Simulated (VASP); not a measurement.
# CoSi (P2_13) in VASP: notebook, part 2 of 2

VASP 6.6.1. Earlier steps stand in the parts before.

## Step 3: Single point, PBE, collinear spin, ferromagnetic start (atoms moved at random, drawn with an rms of 0.05 Å)

File INCAR:

```
PREC = Accurate ; ENCUT = 520
EDIFF = 1E-7 ; ISMEAR = -1
SIGMA = 0.05 ; LREAL = F
LASPH = T ; NELM = 120
ALGO = Normal ; ISIF = 2
LWAVE = F ; LCHARG = F
ISPIN = 2 ; MAGMOM = 2 2 2 2 0 0 0 0
LORBIT = 11 ; LMAXMIX = 4
GGA = PE ; NBANDS = 40
```

File KPOINTS:

```
regular mesh
0
Gamma
  6 6 6
```

File POSCAR:

```
CoSi
1.0
    4.4380000000      0.0000000000      0.0000000000
    0.0000000000      4.4380000000      0.0000000000
    0.0000000000      0.0000000000      4.4380000000
Co Si
4 4
Direct
    0.8592590000      0.6497930000      0.3729130000
    0.6291820000      0.3641010000      0.8662960000
    0.3581580000      0.8559240000      0.6363360000
    0.1396020000      0.1369530000      0.1478780000
    0.1622860000      0.3361150000      0.6631500000
    0.3409170000      0.6500330000      0.1546650000
    0.6560780000      0.1717600000      0.3450530000
    0.8455160000      0.8386400000      0.8315510000
```

Potentials or basis: VASP PAW PBE potentials, release 64 (Co, Si).

The run is started by

```
cat potpaw_PBE.64/Co/POTCAR potpaw_PBE.64/Si/POTCAR > POTCAR
mpirun -np 1 vasp_std > vasp.out
```

OUTCAR:

```text
PREC = Accurate
   ENCUT = 520
   EDIFF = 1E-7
   ISMEAR = -1
   LREAL = F
   LASPH = T
   NELM = 120
   ISIF = 2
   ISPIN = 2
   LORBIT = 11
   GGA = PE

 ion  position               nearest neighbor table
   1  0.859  0.650  0.373-   8 2.20   7 2.31   5 2.33   6 2.35   7 2.49   6 2.50   8 2.55   3 2.67
                             3 2.67   4 2.69   2 2.73   2 2.78   4 2.78
   2  0.629  0.364  0.866-   6 2.21   5 2.26   7 2.29   8 2.32   7 2.47   8 2.53   5 2.53   3 2.69
                             4 2.70   1 2.73   3 2.75   1 2.78   4 2.78
   3  0.358  0.856  0.636-   5 2.30   7 2.32   6 2.33   8 2.33   8 2.44   5 2.47   6 2.48   1 2.67
                             1 2.67   4 2.68   2 2.69   2 2.75   4 2.77
   4  0.140  0.137  0.148-   7 2.32   5 2.33   8 2.33   6 2.34   6 2.45   5 2.45   7 2.46   3 2.68
                             1 2.69   2 2.70   3 2.77   2 2.78   1 2.78
   5  0.162  0.336  0.663-   2 2.26   3 2.30   1 2.33   4 2.33   4 2.45   3 2.47   2 2.53   7 2.71
                             6 2.71   8 2.72   8 2.74   7 2.75   6 2.77
   6  0.341  0.650  0.155-   2 2.21   3 2.33   4 2.34   1 2.35   4 2.45   3 2.48   1 2.50   7 2.68
                             5 2.71   8 2.76   5 2.77   8 2.79   7 2.83
   7  0.656  0.172  0.345-   2 2.29   1 2.31   3 2.32   4 2.32   4 2.46   2 2.47   1 2.49   6 2.68
                             5 2.71   8 2.75   5 2.75   6 2.83   8 2.84
   8  0.846  0.839  0.832-   1 2.20   2 2.32   4 2.33   3 2.33   3 2.44   2 2.53   1 2.55   5 2.72
                             5 2.74   7 2.75   6 2.76   6 2.79   7 2.84

  LATTYP: Found a simple cubic cell.
 ALAT       =     4.4380000000

  Lattice vectors:

 A1 = (   4.4380000000,   0.0000000000,   0.0000000000)
 A2 = (   0.0000000000,   4.4380000000,   0.0000000000)
 A3 = (   0.0000000000,   0.0000000000,   4.4380000000)

Analysis of symmetry for initial positions (statically):
=====================================================================
 Subroutine PRICEL returns:
 Original cell was already a primitive cell.

 Routine SETGRP: Setting up the symmetry group for a
 simple cubic supercell.
[... 1194 lines left out ...]
  band No.  band energies     occupation
      1      -1.5913      1.00000
      2       3.7819      1.00000
      3       3.8817      1.00000
      4       4.0113      1.00000
      5       6.5357      1.00000
      6       6.5846      1.00000
[... 973 lines left out ...]
     37      18.1177      0.00000
     38      18.4697      0.00000

 [... further k-points ...]

 [bands above 38 left out]

------------------------ aborting loop because EDIFF is reached ----------------------------------------

  FORCE on cell =-STRESS in cart. coord.  units (eV):
  Direction    XX          YY          ZZ          XY          YZ          ZX
  --------------------------------------------------------------------------------------
  -------------------------------------------------------------------------------------
  Total        0.4245292      0.2605088      0.8354636     -0.3859278      0.7307363     -0.1770939
  in kB        7.7813727      4.7749753     15.3135628     -7.0738317     13.3939723     -3.2460274
  external PRESSURE =       9.2899703 kB  Pullay stress =       0.0000000 kB

 VOLUME and BASIS-vectors are now :
 -----------------------------------------------------------------------------
  energy-cutoff  :      520.00
  volume of cell :       87.41
      direct lattice vectors                 reciprocal lattice vectors
     4.438000000  0.000000000  0.000000000     0.225326724  0.000000000  0.000000000
     0.000000000  4.438000000  0.000000000     0.000000000  0.225326724  0.000000000
     0.000000000  0.000000000  4.438000000     0.000000000  0.000000000  0.225326724

 POSITION                                       TOTAL-FORCE (eV/Angst)
 -----------------------------------------------------------------------------------
      3.81339      2.88378      1.65499         0.011328     -0.523363     -0.992953
      2.79231      1.61588      3.84462         0.959975     -0.430017     -0.425768
      1.58951      3.79859      2.82406         0.029785      0.031195      0.280787
      0.61955      0.60780      0.65628        -0.091135      0.138995     -0.157568
      0.72023      1.49168      2.94306        -0.520344      0.206578     -0.299348
      1.51299      2.88485      0.68640        -0.273825      0.626564      0.438916
      2.91167      0.76227      1.53135        -0.044852     -0.587081      0.159379
      3.75240      3.72188      3.69042        -0.070932      0.537130      0.996554
 -----------------------------------------------------------------------------------
    total drift:                                0.000054     -0.000230     -0.000206

  FREE ENERGIE OF THE ION-ELECTRON SYSTEM (eV)
  ---------------------------------------------------
  free  energy   TOTEN  =       -54.5804939778 eV

  energy  without entropy=      -54.5655334548  energy(sigma->0) =      -54.57301372

 total charge

# of ion       s       p       d       tot
------------------------------------------
    1        0.437   0.618   7.573   8.628
    2        0.442   0.629   7.587   8.658
    3        0.434   0.619   7.565   8.619
    4        0.431   0.611   7.558   8.600
    5        0.728   0.885   0.000   1.613
    6        0.731   0.886   0.000   1.617
    7        0.730   0.881   0.000   1.611
    8        0.733   0.883   0.000   1.616
--------------------------------------------------
tot          4.667   6.011  30.283  40.961

 magnetization (x)

# of ion       s       p       d       tot
------------------------------------------
    1       -0.000  -0.000  -0.000  -0.000
    2       -0.000  -0.000  -0.000  -0.000
    3       -0.000   0.000  -0.000  -0.000
    4       -0.000   0.000   0.000   0.000
    5       -0.000  -0.000   0.000  -0.000
    6       -0.000  -0.000   0.000  -0.000
    7       -0.000  -0.000   0.000  -0.000
    8       -0.000   0.000   0.000   0.000
--------------------------------------------------
tot         -0.000  -0.000  -0.000  -0.000
```

Wall time 7 min (1 thread of Intel Xeon 6975P-C (Granite Rapids), shared host); peak memory 0.61 GiB.

Results:

```yaml
Free_energy: -54.5805 eV
Pressure: 0.9 GPa
Largest_force: 1.135 eV/Å
Band_gap_on_the_k_mesh: none (metal or under the smearing width)
Net_moment: 0.00 μB per cell
Valence_electrons_inside_the_program's_atomic_spheres: Co 8.63, 8.66, 8.62, 8.60; Si 1.61, 1.62
```

Forces in eV/Å, atoms in the order of the input:
```
Co   0.011 -0.523 -0.993
Co   0.960 -0.430 -0.426
Co   0.030  0.031  0.281
Co  -0.091  0.139 -0.158
Si  -0.520  0.207 -0.299
Si  -0.274  0.627  0.439
Si  -0.045 -0.587  0.159
Si  -0.071  0.537  0.997
```

Caveat: the starting moments collapsed, and a magnetic state may lie lower.

## Step 4: Single point, PBEsol, collinear spin, ferromagnetic start

File INCAR:

```
ALGO = Normal
EDIFF = 1E-7
ENCUT = 520
GGA = PS
ISIF = 2
ISMEAR = -1
ISPIN = 2
KPAR = 2
LASPH = True
LCHARG = True
LMAXMIX = 4
LORBIT = 11
LREAL = False
LVHAR = True
LWAVE = False
MAGMOM = 2 2 2 2 0 0 0 0
NBANDS = 40
NELM = 100
PREC = Accurate
SIGMA = 0.05
```

File KPOINTS:

```
k-points
0
Gamma
  6 6 6
```

File POSCAR:

```
CoSi
1.0
    4.4380000000      0.0000000000      0.0000000000
    0.0000000000      4.4380000000      0.0000000000
    0.0000000000      0.0000000000      4.4380000000
Co Si
4 4
Direct
    0.8600000000      0.6400000000      0.3600000000
    0.6400000000      0.3600000000      0.8600000000
    0.3600000000      0.8600000000      0.6400000000
    0.1400000000      0.1400000000      0.1400000000
    0.1570000000      0.3430000000      0.6570000000
    0.3430000000      0.6570000000      0.1570000000
    0.6570000000      0.1570000000      0.3430000000
    0.8430000000      0.8430000000      0.8430000000
```

The run is started by

```
cat potpaw_PBE.64/Co/POTCAR potpaw_PBE.64/Si/POTCAR > POTCAR
mpirun -np 2 vasp_std > vasp.out
```

Wall time 53 s (2 MPI ranks of Intel Xeon 6975P-C (Granite Rapids), shared host); peak memory 0.3 GiB.

The run converged. Its results:

```
Free energy                                           : -59.7388 eV
Pressure                                              : -7.0 GPa
Largest force                                         : 0.242 eV/Å
Band gap on the k mesh                                : none (metal or under the smearing width)
Net moment                                            : 0.00 μB per cell
Valence electrons inside the program's atomic spheres : Co 8.62; Si 1.61
```

Forces in eV/Å, atoms in the order of the input:
```
Co  -0.140  0.140 -0.140
Co   0.140 -0.140 -0.140
Co  -0.140 -0.140  0.140
Co   0.140  0.140  0.140
Si   0.038 -0.038  0.038
Si  -0.038  0.038  0.038
Si   0.038  0.038 -0.038
Si  -0.038 -0.038 -0.038
```

Levels at points of the mesh, in eV from the Fermi level:
Spin up:
| k point | band 24 | band 25 | band 26 | band 27 | band 28 | band 29 |
| --- | --- | --- | --- | --- | --- | --- |
| (0.00, 0.00, 0.00) | -0.81 | -0.05 | -0.05 | -0.05 | 2.44 | 2.44 |
| (0.50, 0.00, 0.00) | -0.71 | -0.51 | -0.51 | 0.96 | 0.96 | 1.43 |
| (0.50, 0.50, 0.00) | -1.04 | -0.07 | -0.07 | 0.53 | 0.53 | 1.96 |
| (0.50, 0.50, 0.50) | -1.26 | -0.25 | -0.25 | -0.25 | -0.25 | 5.31 |
Spin down:
```
           k point  band 24  band 25  band 26  band 27  band 28  band 29
(0.00, 0.00, 0.00)    -0.81    -0.05    -0.05    -0.05     2.44     2.44
(0.50, 0.00, 0.00)    -0.71    -0.51    -0.51     0.96     0.96     1.43
(0.50, 0.50, 0.00)    -1.04    -0.07    -0.07     0.53     0.53     1.96
(0.50, 0.50, 0.50)    -1.26    -0.25    -0.25    -0.25    -0.25     5.31
```

Caveat: the starting moments collapsed, and a magnetic state may lie lower; the PAW data sets were made with another functional, which shifts forces and pressure a little.
